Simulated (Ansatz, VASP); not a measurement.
## Cross-check of NaCl between VASP and Ansatz

Aim: how closely do two programs agree when they are given the same cell, functional and k mesh?

Program: Ansatz 0.2.0. Level of theory: plane waves, with VASP 6.6.1 beside it; single point at PBE. Results are calculated unless marked as measured.

The database entry behind the starting cell differs from later determinations by our own check (an axis about 0.4 % short against later determinations), so it need not match the best structure at ambient conditions.

## Step 1: The starting structure

Symmetry: Fm-3m, No. 225, cubic system. Conventional cell: a = 5.620 Å, b = 5.620 Å, c = 5.620 Å, α = 90.00°, β = 90.00°, γ = 90.00°. Nearest to Cl lie 6 Na at 2.81 Å. Nearest to Na lie 6 Cl at 2.81 Å. Farther neighbours and most contacts between anions are not listed.

## Step 2: VASP: single point, PBE

With cell and atoms fixed, the geometry can't cause a difference; cores, projectors, grids and the points listed under the comparison can.

Lines of VASP's logs that name or quote its potential files are left out, and so is its time.

The input, INCAR:

```
SYSTEM = NaCl
PREC = Accurate
ENCUT = 400
EDIFF = 1E-07
NELM = 100
ISMEAR = 0
SIGMA = 0.01
LREAL = .FALSE.
ALGO = Normal
GGA = PE
NBANDS = 13
LORBIT = 11
LWAVE = .FALSE.
LCHARG = .FALSE.
KPAR = 4
```

The input, POSCAR:

```
NaCl
1.0
    0.0000000000      2.8100000000      2.8100000000
    2.8100000000      0.0000000000      2.8100000000
    2.8100000000      2.8100000000      0.0000000000
Cl Na
1 1
Direct
    0.5000000000      0.5000000000      0.5000000000
    0.0000000000      0.0000000000      0.0000000000
```

The input, KPOINTS:

```
Automatic mesh
0
Gamma
6 6 6
0 0 0
```

Potentials, in the order of the species: Cl and Na_pv (PBE family, release 64).

Launch:

```sh
mpirun -np 4 vasp_std
```

Numbers of over 12 decimals in the logs are rounded to 6 here.

Output:

```text
[banner, memory and clock lines left out]
running    4 mpi-ranks, on    1 nodes
 distrk:  each k-point on    1 cores,    4 groups
 distr:  one band on    1 cores,    1 groups

 POSCAR found type information on POSCAR ClNa
 POSCAR found :  2 types and       2 ions
 LDA part: xc-table for (Slater+PW92), standard interpolation
 POSCAR, INCAR and KPOINTS ok, starting setup
 FFT: planning ... GRIDC
 FFT: planning ... GRID_SOFT
 FFT: planning ... GRID
 WAVECAR not read
 entering main loop
       N       E                     dE             d eps       ncg     rms          rms(c)
DAV:   1     0.903416774996E+02    0.90342E+02   -0.64430E+03   424   0.880E+02
DAV:   2     0.448561767732E-01   -0.90297E+02   -0.83119E+02   464   0.248E+02
DAV:   3    -0.684963995947E+01   -0.68945E+01   -0.68533E+01   536   0.684E+01
DAV:   4    -0.696544281632E+01   -0.11580E+00   -0.11577E+00   466   0.975E+00
DAV:   5    -0.696812457846E+01   -0.26818E-02   -0.26816E-02   526   0.150E+00    0.212E+00
DAV:   6    -0.677797446701E+01    0.19015E+00   -0.33250E-01   481   0.350E+00    0.159E+00
DAV:   7    -0.676630305755E+01    0.11671E-01   -0.83241E-02   553   0.173E+00    0.109E+00
DAV:   8    -0.677183675061E+01   -0.55337E-02   -0.10013E-02   431   0.897E-01    0.286E-01
DAV:   9    -0.677173961852E+01    0.97132E-04   -0.20458E-04   521   0.118E-01    0.161E-01
DAV:  10    -0.677186553675E+01   -0.12592E-03   -0.31095E-04   441   0.143E-01    0.576E-02
DAV:  11    -0.677185710450E+01    0.84322E-05   -0.15558E-05   521   0.377E-02    0.151E-02
DAV:  12    -0.677185676458E+01    0.33993E-06   -0.21978E-06   441   0.143E-02    0.115E-03
DAV:  13    -0.677185716106E+01   -0.39648E-06   -0.26080E-07   461   0.359E-03    0.241E-03
DAV:  14    -0.677185690118E+01    0.25988E-06   -0.27974E-08   288   0.987E-04    0.366E-04
DAV:  15    -0.677185688861E+01    0.12574E-07   -0.15589E-09   253   0.409E-04
   1 F= -.67718569E+01 E0= -.67718569E+01  d E =-.387259E-39
```

OUTCAR, selected parts (step 2):

```text
ion  position               nearest neighbor table
   1  0.500  0.500  0.500-
   2  0.000  0.000  0.000-

  LATTYP: Found a face centered cubic cell.
 ALAT       =     5.6200000000

 Subroutine GETGRP returns: Found 48 space group operations
 (whereof 48 operations were pure point group operations)

The static configuration has the point symmetry O_h .

 Found     16 irreducible k-points:

   k-points           NKPTS =     16   k-points in BZ     NKDIM =     16   number of bands    NBANDS=     13

   dimension x,y,z NGX =    28 NGY =   28 NGZ =   28
   dimension x,y,z NGXF=    56 NGYF=   56 NGZF=   56

   ENCUT  =  400.0 eV  29.40 Ry    5.42 a.u.   6.48  6.48  6.48*2*pi/ulx,y,z

   NELECT =      14.0000    total number of electrons

 k-points in reciprocal lattice and weights: Automatic mesh
   0.00000000  0.00000000  0.00000000       0.005
   0.16666667  0.00000000  0.00000000       0.037
   0.33333333  0.00000000  0.00000000       0.037
   0.50000000  0.00000000  0.00000000       0.019
   0.16666667  0.16666667  0.00000000       0.028
   0.33333333  0.16666667  0.00000000       0.111
   0.50000000  0.16666667  0.00000000       0.111
  -0.33333333  0.16666667  0.00000000       0.111
  -0.16666667  0.16666667  0.00000000       0.056
[...]
-0.33333333  0.33333333  0.16666667       0.111
  -0.33333333  0.50000000  0.16666667       0.056

 average (electrostatic) potential at core
       1 -93.4828       2 -47.2796

 E-fermi :  -0.5786

 k-point     1 :       0.0000    0.0000    0.0000
  band No.  band energies     occupation
    ...
      3     -21.4642      2.00000
      4     -13.3541      2.00000
      5      -0.6687      2.00000
      6      -0.6687      2.00000
      7      -0.6687      2.00000
      8       4.4764      0.00000
      9      10.4600      0.00000
     10      10.4600      0.00000
     11      10.4600      0.00000
     12      12.6363      0.00000
    ...

 k-point     2 :       0.1667    0.0000    0.0000
  band No.  band energies     occupation
    ...
      3     -21.4647      2.00000
      4     -13.2710      2.00000
      5      -1.2791      2.00000
      6      -0.7393      2.00000
      7      -0.7393      2.00000
      8       5.2958      0.00000
      9       9.6739      0.00000
     10      10.7464      0.00000
     11      10.7464      0.00000
     12      12.3176      0.00000
    ...

 k-point     3 :       0.3333    0.0000    0.0000
  band No.  band energies     occupation
    ...
      3     -21.4658      2.00000
      4     -13.0972      2.00000
      5      -2.2246      2.00000
      6      -0.8739      2.00000
      7      -0.8739      2.00000
      8       6.4117      0.00000
      9       9.4634      0.00000
     10      10.5605      0.00000
     11      10.5605      0.00000
     12      13.4156      0.00000
    ...

  Total        0.2382923      0.2382923      0.2382923      0.0000000      0.0000000     -0.0000000
  in kB        8.6034300      8.6034300      8.6034300      0.0000000      0.0000000     -0.0000000
  external PRESSURE =       8.6034300 kB  Pullay stress =       0.0000000 kB

  energy-cutoff  :      400.00
  volume of cell :       44.38
      direct lattice vectors                 reciprocal lattice vectors
     0.000000000  2.810000000  2.810000000    -0.177935943  0.177935943  0.177935943
     2.810000000  0.000000000  2.810000000     0.177935943 -0.177935943  0.177935943
     2.810000000  2.810000000  0.000000000     0.177935943  0.177935943 -0.177935943

 POSITION                                       TOTAL-FORCE (eV/Angst)
 -----------------------------------------------------------------------------------
      2.81000      2.81000      2.81000        -0.000000      0.000000     -0.000000
      0.00000      0.00000      0.00000         0.000000      0.000000      0.000000
 -----------------------------------------------------------------------------------
    total drift:                                0.000000      0.000000      0.000000

  FREE ENERGIE OF THE ION-ELECTRON SYSTEM (eV)
  ---------------------------------------------------
  free  energy   TOTEN  =        -6.7718568886 eV

  energy  without entropy=       -6.7718568886  energy(sigma->0) =       -6.77185689

 total charge
# of ion       s       p       d       tot
------------------------------------------
    1        1.588   3.585   0.000   5.173
    2        0.043   5.980   0.000   6.023
--------------------------------------------------
tot          1.631   9.564   0.000  11.196

[... 3 further parts left out ...]
```

The run ends at a pressure of 0.86 GPa.

## Step 3: Ansatz: single point, PBE

Ansatz runs on its default PAW (the set named soft_2) files.

The same cell, functional, mesh and smearing now go to Ansatz, which takes its cutoff from its data sets.

The input, input.yaml:

```yaml
crystal:
  lattice:
    - [0.0, 2.81, 2.81]
    - [2.81, 0.0, 2.81]
    - [2.81, 2.81, 0.0]
  atoms:
    - { symbol: Cl, position: [0.5, 0.5, 0.5] }
    - { symbol: Na, position: [0.0, 0.0, 0.0] }
hamiltonian:
  xc: pbe
  pseudopotentials: { kind: paw }
kpoints:
  mp_grid: { grid: [6, 6, 6] }
scf:
  occupations: { method: gaussian, width: 0.01 }
  n_extra_bands: 4
output:
  forces: true
  stress: true
  eigenvalues: true
```

Launch:

```sh
ansatz run input.yaml --threads 2 --pin off --max-ram 4608MiB --backend cpu --events-out ev --progress --plain --runs-dir out
```

Output:

```text
scf.n_extra_bands = 4 over 8 filled bands (N_el = 16.0): the run solves 12 bands
Engine: ansatz 0.2.0, aarch64-unknown-linux-gnu
Pseudopotentials: kind: paw
Pseudopotential: Cl, paw, valence charge 7, recommended cutoff 420 eV (normal), Cl.paw.azcp
Pseudopotential: Na, paw, valence charge 9, recommended cutoff 420 eV (normal), Na.paw.azcp
Functional definition: PBE
  parameter kappa = 0.804
  parameter beta = 0.066725
  exchange = pbe_x(kappa = kappa, mu = beta*pi^2/3)
  correlation = pbe_c(beta = beta)
Crystal: 2 atoms, lattice volume = 44.376 Å³
Basis set: ecut = 420 eV, 893 PW (Γ), exchange–correlation on 54×54×54 points (8 copies of the dense FFT grid, shifted against one another)
Bands: 12, of which v1, the nominal top of the filled ones, is band 8 counted from 1 (7 counted from 0)
Symmetry: 48 space group operations
Space group: Fm-3m (ITA 225), of the structure as read, at distance tolerance 3.5e-5 Å
k-points: 16 of 216
Non-local potential: Cl, projectors of the file, l = 0: 2, l = 1: 2, l = 2: 2
Non-local potential: Na, projectors of the file, l = 0: 3, l = 1: 2, l = 2: 1
PAW form: soft (Blöchl's): semilocal exchange-correlation on the pseudo side does not see the compensation charge
PAW one-centre angular grid: Cl, 110 points (default); XC on 64 Gauss nodes
PAW one-centre angular grid: Na, 110 points (default); XC on 64 Gauss nodes
Initial density: superposition of atomic densities (neutral atoms: chi_scale 0, normalization atom), corrected by the library's trained network
Initial wavefunctions: pseudopotential atomic-orbital guess
Functional: x = pbe(κ = 0.804, μ = 0.219515), c = pbe(β = 0.066725)
SCF iter   1: F=—  HF=-2569.549390 eV  |F-HF|=—  |Δ(HF+E_count)|=         —  Δρ=9.29e-4  dr2=5.51e-4  ethr=1.77e-3  ⟨swp⟩=6.0  Hψ=1131  notcnv=0
preconditioner: auto → none  [insulator: Δε(μ)=5.147 eV  Ē_g=20.974 eV  σ=0.010 eV  W_gap=1.00  n_scr=14 (ndim 8)  ℏωp=20.9 eV  f_vac=0.032  D(μ)=0.00/eV (n_scr^D=0)  ε∞_Penn≈2.0]
SCF iter   2: F=—  HF=-2569.549509 eV  |F-HF|=—  |Δ(HF+E_count)|=   1.19e-4  Δρ=1.06e-3  dr2=7.63e-4  ethr=3.44e-6  ⟨swp⟩=2.1  Hψ=504  notcnv=0
SCF iter   3: F=—  HF=-2569.549305 eV  |F-HF|=—  |Δ(HF+E_count)|=   2.04e-4  Δρ=5.25e-4  dr2=1.97e-4  ethr=3.44e-6  ⟨swp⟩=2.1  Hψ=263  notcnv=0
SCF iter   4: F=—  HF=-2569.549245 eV  |F-HF|=—  |Δ(HF+E_count)|=   6.04e-5  Δρ=1.95e-4  dr2=2.77e-5  ethr=1.23e-6  ⟨swp⟩=2.1  Hψ=225  notcnv=0
SCF iter   5: F=—  HF=-2569.549270 eV  |F-HF|=—  |Δ(HF+E_count)|=   2.53e-5  Δρ=5.11e-5  dr2=1.88e-6  ethr=1.73e-7  ⟨swp⟩=2.1  Hψ=243  notcnv=0
SCF iter   6: F=—  HF=-2569.549270 eV  |F-HF|=—  |Δ(HF+E_count)|=   4.96e-7  Δρ=1.95e-5  dr2=2.68e-7  ethr=1.17e-8  ⟨swp⟩=2.1  Hψ=234  notcnv=0
SCF iter   7: F=-2569.549269 eV  HF=-2569.549270 eV  |F-HF|=6.60e-8  |Δ(HF+E_count)|=   5.80e-8  Δρ=1.12e-5  dr2=9.10e-8  ethr=6.25e-10  ⟨swp⟩=4.0  Hψ=558  notcnv=0
SCF 1 converged in 7 iterations: F = -2569.549269 eV  dr2 = 9.10e-8
  greatest PAW one-centre occupation: 0.999 electrons in one spin orbital (limit 2), on the Na atom at site 1 (counted from 0), in its partial waves of l = 0
SCF converged after 7 iterations
Free energy (F): -2569.549269 eV
Harris-Foulkes:  -2569.549270 eV  (|F-HF|=6.60e-8)
Internal energy: -2569.549269 eV  (E = F + TS)
E sigma→0 (E₀):  -2569.549269 eV
Fermi energy:    3.761075 eV
--- Per-component energies (eV) ---
  E_band       = -233.296323
  E_kinetic    = 283.215637
  E_local      = -1524.495627  (includes V_loc(G=0)·N_el)
  E_nonlocal   = 143.599046
  E_hartree    = 537.302444
  E_xc         = -147.140830
  E_vxc        = -173.452081  (∫ρ·V_xc dr)
  E_paw        = -922.544850  (= ΣΔE_a)
  E_vpaw       = -36.772442  (= ΣTr[D̂ρ^β])
  E_aug_tail   = 0.000067  (compensation charges beyond the density's cutoff)
  E_ewald      = -939.485157
  E_smearing   = -0.000000  (= −TS)
  E_closure    = -0.000000  (closes the sum)
  Σ components = -2569.549269   (vs F -2569.549269, Δ=0.00e0)
--- Forces (eV/Å), atoms counted from 1 ---
  atom   1  Cl     0.00000000     0.00000000     0.00000000
  atom   2  Na    -0.00000000     0.00000000    -0.00000000
  max |Σ_I F_I| component: 3.75e-30 eV/Å
--- Stress (GPa, compression-positive) ---
        1.044714       0.000000       0.000000
        0.000000       1.044714       0.000000
        0.000000      -0.000000       1.044714
  P = ⅓ Tr σ = 1.0447 GPa (10.447 kbar)
--- Band table (eV; the first three rows and the last of 16) ---
  k-point 0: bands = [... 4 lower, -11.4935, 1.1867, 1.1867, 1.1867, 6.3354, 12.2296, 12.2296, 12.2296]
  k-point 1: bands = [... 4 lower, -11.4110, 0.5773, 1.1163, 1.1163, 7.1538, 11.4755, 12.5109, 12.5109]
  k-point 2: bands = [... 4 lower, -11.2389, -0.3667, 0.9821, 0.9821, 8.2613, 11.2983, 12.3256, 12.3256]
  k-point 15: bands = [... 4 lower, -11.0871, -0.2709, 0.2616, 0.4604, 9.5845, 10.0590, 11.7201, 13.2578]
```

Run time: 0.53 s. Hardware: 2 threads of Arm Neoverse V2, shared host; peak memory 0.26 GiB; 0.73 s of CPU time.

Reading the cycles: dr2 is the Hartree energy of the density residual (eV), the measure of convergence; HF is the Harris–Foulkes estimate of the energy, which meets the free energy F at convergence.

The run ends at a pressure of 1.04 GPa.

## Step 4: Comparison

Known differences besides the potentials themselves: the data sets hold 16 valence electrons in Ansatz (default PAW (the set named soft_2) files) and 14 in VASP; the cutoff is 420 eV in Ansatz and 400 eV in VASP; VASP leaves aspherical gradient terms in its spheres out (LASPH is not set), Ansatz keeps them. Total energies have different zeros and are not compared.

The two programs side by side:

| quantity | Ansatz | VASP | difference |
| --- | --- | --- | --- |
| pressure (GPa) | 1.04 | 0.86 | +0.18 |
| gap on the k mesh (eV) | 5.149 | 5.145 | +0.004 |

A gap on the mesh is an upper bound, since the band edges may lie between its points.

## Step 5: Summary of results

```json
{"difference in gap on the k mesh (single point, PBE)": "0.0036 eV"}
```

The difference in gap on the k mesh is 0.0036 eV (single point, PBE), within the 0.08 eV picked in this series as the mark of a large difference. Such differences can come from data sets, numerical settings and the points named under the comparisons, not from the functional's error against experiment.

[Lines on the potential files, build, host, timing and source positions are cut from VASP's logs without a mark.]

[Logs are printed without paths, hosts, clocks, repeated set-up lines and the standing remarks that a program may print on its own settings, such as how far it seeks lower states.]

[Hosts, paths, dates, database ids (printed as entryN), source tags and the programs' standing remarks are cut or masked in the printed files.]
